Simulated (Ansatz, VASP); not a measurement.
Two plane-wave programs on Si

INCAR

```
SYSTEM = Si
PREC     = Accurate       ! precision mode
ENCUT    = 520            ! plane-wave cutoff, eV
EDIFF    = 1E-6           ! SCF threshold, eV
ISMEAR   = -1             ! smearing method
SIGMA    = 0.1            ! smearing width, eV
LREAL    = .FALSE.        ! projectors in reciprocal space
LASPH    = .TRUE.         ! aspherical terms in the spheres
NELM     = 80             ! most SCF steps
ALGO     = Fast           ! electronic algorithm
ISIF     = 2              ! what is computed and relaxed
LWAVE    = .FALSE.        ! write WAVECAR
LCHARG   = .FALSE.        ! write CHGCAR
GGA      = PS             ! functional
NBANDS   = 16             ! bands
```

The input KPOINTS:

```
regular mesh
0
G
  15 15 4
  0 0 0
```

POSCAR

```
Si
1.0
    2.7297069240      0.0000000000      0.0000000000
   -1.3648534620      2.3639955411      0.0000000000
    0.0000000000      0.0000000000      9.0493611891
Si
4
Direct
    0.0000000000      0.0000000000      1.0000000000
    0.0000000000      0.0000000000      0.5000000000
    0.3333333333      0.6666666667      0.2500000000
    0.6666666667      0.3333333333      0.7500000000
```

Input for Ansatz:

```yaml
crystal:
  lattice:
    - [2.729706924, 0.0, 0.0]
    - [-1.364853462, 2.3639955411, 0.0]
    - [0.0, 0.0, 9.0493611891]
  atoms:
    - { symbol: Si, position: [0.0, 0.0, 1.0] }
    - { symbol: Si, position: [0.0, 0.0, 0.5] }
    - { symbol: Si, position: [0.3333333333, 0.6666666667, 0.25] }
    - { symbol: Si, position: [0.6666666667, 0.3333333333, 0.75] }
hamiltonian:
  xc: pbesol
  pseudopotentials:
    kind: paw
    azcp:
      Si: "pseudopotentials/Si.paw.azcp"
basis:
  ecutwfc: 420
  fft_grid_basis: typed
kpoints:
  mp_grid: { grid: [15, 15, 4], shift: [0, 0, 0] }
magnetization:
  spin_polarized: false
scf:
  occupations: { method: fermi_dirac, width: 0.1 }
  lower_state_search: "off"
output:
  stress: true
  write_density: true
  write_potential: true
  elf: true
  volumetric_format: npy
```

Alike in both runs: task single point; functional PBEsol; k mesh 15 × 15 × 4; occupations fermi-dirac, width 0.1 eV; no spin polarisation.

|  | VASP | Ansatz |
| --- | --- | --- |
| version | VASP 6.6.1 | Ansatz 0.2.0 |
| potentials or method | VASP PAW PBE potentials, release 64 (Si) | plane waves (420 eV) with PAW, scalar-relativistic |
| plane-wave cutoff (eV) | 520 | 420 |
| valence electrons in the cell | 16 | 16 |

|  | VASP | Ansatz | Ansatz less VASP |
| --- | --- | --- | --- |
| pressure (GPa) | -3.3 | -3.5 | -0.12 |
| largest component of the traceless stress (GPa) | 1.38 | 1.38 | 0.000 |

Ansatz warned: «pseudo_functional_mismatch».

Caveats: the PAW data sets were made with another functional, which shifts forces and pressure a little (VASP).
